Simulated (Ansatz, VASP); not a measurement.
# LiCl: VASP beside Ansatz

```
Li Cl
1.0
     3.92488    0.00000    0.00000
    -1.96244    3.39905    0.00000
     0.00000    0.00000    6.35716
Li Cl
2 2
Cartesian
  1.9624 1.1330 5.5690
  0.0000 2.2660 2.3904
  1.9624 1.1330 3.1721
  0.0000 2.2660 6.3507
```

Measurements of this composition are mostly on another form, of space group No. 225.

Alike in both runs: task single point; functional LDA; k mesh 9 × 9 × 4; occupations gaussian, width 0.05 eV; no spin polarisation.

|  | VASP | Ansatz |
| --- | --- | --- |
| version | VASP 6.6.1 | Ansatz 0.2.0 |
| potentials or method | VASP PAW LDA potentials, release 64 (Li_sv, Cl) | scalar-relativistic, plane waves, PAW |
| plane-wave cutoff (eV) | 520 | 420 |
| valence electrons in the cell | 20 | 20 |

Ansatz gave:

* gap on the k mesh at the Fermi level (eV): 5.52
* least direct gap on the mesh (eV): 5.52
* rms of the force components (eV/Å): 0.009

**Question.** What did VASP give for the same quantities?

**Answer.** gap on the k mesh at the Fermi level (eV): 5.53; least direct gap on the mesh (eV): 5.53; rms of the force components (eV/Å): 0.009.

Atom by atom the forces differ by 0.000 eV/Å (rms over components).

Caveats: an odd mesh through Γ misses points on the zone boundary, where band edges often lie.
